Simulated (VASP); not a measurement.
# AlP (F-43m) in VASP: G0W0 quasiparticle levels with PBE

Aim: the G0W0 quasiparticle levels of AlP with PBE.

All numbers are computed with VASP 6.6.1; they aren't measurements. Logs are shortened: lines on timing, memory, paths and dates and some standing lists are left out, and cuts for length are marked.

## (1) The structure

It takes space group F-43m (No. 216, cubic). The conventional cell has a = 5.451 Å, b = 5.451 Å, c = 5.451 Å, α = 90.00°, β = 90.00°, γ = 90.00°. P (site symmetry -43m) has 4 Al at 2.36 Å as nearest neighbours. Al (site symmetry -43m) is surrounded by 4 P at 2.36 Å.

## (2) G0W0 quasiparticle levels, PBE

POSCAR

```
AlP
1.0
    0.0000000000      2.7255000000      2.7255000000
    2.7255000000      0.0000000000      2.7255000000
    2.7255000000      2.7255000000      0.0000000000
P Al
1 1
Direct
    0.7500000000      0.7500000000      0.7500000000
    0.0000000000      0.0000000000      0.0000000000
```

INCAR.step1

```
PREC     = Accurate       # precision mode
ENCUT    = 450            # plane-wave cutoff, eV
EDIFF    = 1E-8           # SCF threshold, eV
ISMEAR   = 0              # smearing method
SIGMA    = 0.01           # smearing width, eV
LREAL    = False          # projectors in reciprocal space
LASPH    = True           # aspherical terms in the spheres
NELM     = 100            # most SCF steps
ALGO     = Normal         # electronic algorithm
LWAVE    = True           # write WAVECAR
LCHARG   = False          # write CHGCAR
GGA      = PE             # functional
```

INCAR.step2

```
PREC     = Accurate       # precision mode
ENCUT    = 450            # plane-wave cutoff, eV
EDIFF    = 1E-8           # SCF threshold, eV
ISMEAR   = 0              # smearing method
SIGMA    = 0.01           # smearing width, eV
LREAL    = False          # projectors in reciprocal space
LASPH    = True           # aspherical terms in the spheres
NELM     = 1              # most SCF steps
ALGO     = Exact          # electronic algorithm
LWAVE    = True           # write WAVECAR
LCHARG   = False          # write CHGCAR
GGA      = PE             # functional
NBANDS   = 458            # bands
LOPTICS  = True           # frequency-dependent dielectric function
ISTART   = 1
```

INCAR.step3

```
PREC     = Accurate       # precision mode
ENCUT    = 450            # plane-wave cutoff, eV
EDIFF    = 1E-8           # SCF threshold, eV
ISMEAR   = 0              # smearing method
SIGMA    = 0.01           # smearing width, eV
LREAL    = False          # projectors in reciprocal space
LASPH    = True           # aspherical terms in the spheres
ALGO     = EVGW0          # electronic algorithm
LWAVE    = False          # write WAVECAR
LCHARG   = False          # write CHGCAR
GGA      = PE             # functional
NELMGW   = 1            
NBANDS   = 458            # bands
ENCUTGW  = 290            # cutoff of the response function
NOMEGA   = 50             # frequency points
PRECFOCK = Fast         
ISTART   = 1            
NBANDSGW = 12
```

KPOINTS

```
Automatic mesh
0
Gamma
  4 4 4
```

Potentials or basis: VASP PAW PBE potentials, release 64 (P_GW, Al_GW).

The run is started by

```sh
cat potpaw_PBE.64/P_GW/POTCAR potpaw_PBE.64/Al_GW/POTCAR > POTCAR
cp INCAR.step1 INCAR
mpirun -np 1 vasp_std > vasp.out
cp INCAR.step2 INCAR
mpirun -np 1 vasp_std > vasp.out
cp INCAR.step3 INCAR
mpirun -np 1 vasp_std > vasp.out
```

OUTCAR:

```text
PREC = Accurate
   ENCUT = 450
   EDIFF = 1E-8
   ISMEAR = 0
   LREAL = False
   LASPH = True
   GGA = PE
   NELMGW = 1
   ENCUTGW = 290
   PRECFOCK = Fast
   ISTART = 1

 ion  position               nearest neighbor table
   1  0.750  0.750  0.750-   2 2.36   2 2.36   2 2.36   2 2.36
   2  0.000  0.000  0.000-   1 2.36   1 2.36   1 2.36   1 2.36

  LATTYP: Found a face centered cubic cell.
 ALAT       =     5.4510000000

  Lattice vectors:

 A1 = (   0.0000000000,   2.7255000000,   2.7255000000)
 A2 = (   2.7255000000,   0.0000000000,   2.7255000000)
 A3 = (   2.7255000000,   2.7255000000,   0.0000000000)

Analysis of symmetry for initial positions (statically):
=====================================================================
 Subroutine PRICEL returns:
 Original cell was already a primitive cell.

 Routine SETGRP: Setting up the symmetry group for a
 face centered cubic supercell.

 Subroutine GETGRP returns: Found 24 space group operations
 (whereof 24 operations were pure point group operations)
 out of a pool of 48 trial point group operations.

The static configuration has the point symmetry T_d .

Analysis of symmetry for dynamics (positions and initial velocities):
=====================================================================
 Subroutine PRICEL returns:
 Original cell was already a primitive cell.

 Routine SETGRP: Setting up the symmetry group for a
 face centered cubic supercell.

 Subroutine GETGRP returns: Found 24 space group operations
 (whereof 24 operations were pure point group operations)
 out of a pool of 48 trial point group operations.

The dynamic configuration has the point symmetry T_d .

 Subroutine INISYM returns: Found 24 space group operations
 (whereof 24 operations are pure point group operations),
 and found     1 'primitive' translations

----------------------------------------------------------------------------------------

[... 71 lines left out ...]
   LSORBIT =      F    spin-orbit coupling
   LASPH  =      T    aspherical Exc in radial PAW
   ENCUT  =  450.0 eV  33.07 Ry    5.75 a.u.   6.67  6.67  6.67*2*pi/ulx,y,z
   NELM   =     60;   NELMIN=  2; NELMDL=  0     # of ELM steps
   EDIFF  = 0.1E-07   stopping-criterion for ELM
   LREAL  =      F    real-space projection
   EDIFFG = 0.1E-06   stopping-criterion for IOM
   NSW    =      0    number of steps for IOM
   IBRION =     -1    ionic relax: 0-MD 1-quasi-New 2-CG
   NFREE  =      0    steps in history (QN), initial steepest desc. (CG)
   ISIF   =      0    stress and relaxation
   ISYM   =      3    0-nonsym 1-usesym 2-fastsym
   POTIM  = 0.5000    time-step for ionic-motion
   TEBEG  =    0.0;   TEEND  =   0.0 temperature during run
   PSTRESS=    0.0 pullay stress
   NELECT =       8.0000    total number of electrons
   NUPDOWN=      -1.0000    fix difference up-down
   EMIN   =  10.00;   EMAX   =-10.00  energy-range for DOS
   EFERMI =   0.00;   METHOD = LEGACY
   ISMEAR =     0;   SIGMA  =   0.01  broadening in eV -4-tet -1-fermi 0-gaus
   EFERMI_NEDOS =   21; number of points for ismear=-14 and -15
   IALGO  =     38    algorithm
   IMIX   =      4    mixing-type and parameters
     AMIX     =   0.40;   BMIX     =  1.00
     AMIX_MAG =   1.60;   BMIX_MAG =  1.00
  volume/ion in A,a.u.               =      20.25       136.63
  Fermi-wavevector in a.u.,A,eV,Ry     =   0.953488  1.801831 12.369596  0.909140
  Thomas-Fermi vector in A             =   2.082148
   LORBIT       =      0    0 simple, 1 ext, 2 COOP (PROOUT), +10 PAW based schemes
   GGA     = PE    functional components
   LHFCALC =     T    Hartree Fock is set to
   PRECFOCK=fast      Normal, Fast or Accurate (Low or Medium for compatibility)
   ENCUT4O =  -1.0   cutoff for four orbital integrals eV
   NKREDX  =     1    reduce k-point grid by
   NKREDY  =     1    reduce k-point grid by
   NKREDZ  =     1    reduce k-point grid by
   AEXX    =    1.0000 exact exchange contribution
   HFSCREEN=    0.0000 screening length (either q_TF or 0.3 A-1)
   HFSCREENC=   0.0000 screening length for correlation (either q_TF or 0.3 A-1)
   ENCUTFOCK=  -1.0 apply spherical cutoff to Coloumb kernel
   IVDW    =     0    specifies the selected vdW correction
   LEPSILON=     F    determine dielectric tensor
   LRPA    =     F    only Hartree local field effects (RPA)
   LRPAFORCE           =     F    calculate RPA forces
   ENCUTGW             = 290.0    cutoff for response function in eV
   ENCUTGWSOFT         = 232.0    soft cutoff for Coulomb kernel in GW response function in eV
   ENCUTLF             =  -1.0    cutoff for local field effects
   NELMGW              =     1    number of iterations in solving QP/BSE equation
   NELMHF              =     1    number of iterations in the inner HF iteration
   NKREDLFX            =     1    NKREDLFY  =   1   NKREDLFZ  =   1
 non-spin polarized calculation
 Gauss-broadening in eV      SIGMA  =   0.01
  energy-cutoff  :      450.00
  volume of cell :       40.49
 maximum number of plane-waves:       893
 NGX is ok and might be reduce to    28
  NGX = 16; NGY = 16; NGZ = 16
   NGX = 13   NGY = 13   NGZ = 13
 maximum number of plane-waves:       465

 QP shifts <psi_nk| G(iteration)W_0 |psi_nk>: iteration 1
 for sc-GW calculations column KS-energies equals QP-energies in previous step
 and V_xc(KS)=  KS-energies - (<T + V_ion + V_H > + <T+V_H+V_ion>^1  + <V_x>^1)

 k-point   1 :       0.0000    0.0000    0.0000
  band No.  KS-energies  QP-energies   sigma(KS)   V_xc(KS)     V^pw_x(r,r')   Z            occupation Imag(sigma)

      1      -7.5965      -8.3434     -12.1945     -11.0782     -18.4236       0.6691       2.0000       1.1653
      2       3.9452       3.0926     -13.0970     -11.9767     -14.1744       0.7610       2.0000      -0.0389
      3       3.9452       3.0926     -13.0970     -11.9767     -14.1744       0.7610       2.0000      -0.0389
      4       3.9452       3.0926     -13.0970     -11.9767     -14.1744       0.7610       2.0000      -0.0389
      5       7.2815       7.4164      -9.9689     -10.1449      -5.4558       0.7663       0.0000      -0.1453
      6       8.4862       8.7148      -9.3654      -9.6661      -4.8472       0.7603       0.0000      -0.1418
      7       8.4862       8.7148      -9.3654      -9.6661      -4.8472       0.7603       0.0000      -0.1418
      8       8.4862       8.7148      -9.3654      -9.6661      -4.8472       0.7603       0.0000      -0.1418
      9      12.7420      13.0154      -9.5791      -9.9463      -4.1671       0.7445       0.0000      -0.2338
     10      12.7420      13.0154      -9.5791      -9.9463      -4.1671       0.7445       0.0000      -0.2338
     11      14.2550      14.1605      -7.9177      -7.7918      -2.2792       0.7509       0.0000      -0.3716
     12      16.2099      16.1140      -8.1623      -8.0347      -2.0990       0.7512       0.0000      -0.6194
[... 100 lines left out ...]
      1      -5.1758      -5.8661     -13.1954     -12.2002     -18.5713       0.6937       2.0000       0.7361
      2      -1.0050      -1.8332     -11.6519     -10.4729     -14.6497       0.7024       2.0000       0.1050
      3       0.7441      -0.1588     -11.6298     -10.3937     -13.7234       0.7305       2.0000       0.0069
      4       1.1013       0.2367     -11.4593     -10.2857     -13.3157       0.7367       2.0000      -0.0037
      5       8.2561       8.2603      -9.4847      -9.4901      -5.1103       0.7642       0.0000      -0.1422
      6       9.8941      10.1619     -10.2509     -10.6110      -5.2120       0.7437       0.0000      -0.1798
      7      10.0727      10.1686      -9.2469      -9.3736      -4.4945       0.7561       0.0000      -0.1607
      8      10.3167      10.4634      -9.0761      -9.2724      -3.9022       0.7470       0.0000      -0.1983
      9      15.2520      15.3042      -9.9409     -10.0132      -3.3683       0.7228       0.0000      -0.5406
     10      15.8559      16.1359     -10.7958     -11.1775      -4.3037       0.7336       0.0000      -0.5375
     11      17.2875      17.3020      -9.7964      -9.8160      -3.1882       0.7446       0.0000      -0.7130
     12      18.1529      18.3901     -10.4225     -10.7453      -3.6447       0.7347       0.0000      -0.7523
```

Run time: 7.3 min. Hardware: 1 thread of Intel Xeon Platinum 8259CL at 2.50GHz (Skylake/Cascade Lake), shared host; peak memory 0.94 GiB.

What came out:

* Band gap on the k mesh, mean-field level: 1.55 eV, indirect (least direct gap 3.34 eV)
* Quasiparticle gap: 2.39 eV
* Least direct quasiparticle gap: 4.32 eV

Caveat: the k mesh is coarse (spacing up to 0.50 Å⁻¹), so the values aren't converged; bands, screening cutoff and mesh are small and nothing is extrapolated, so the quasiparticle values aren't converged.
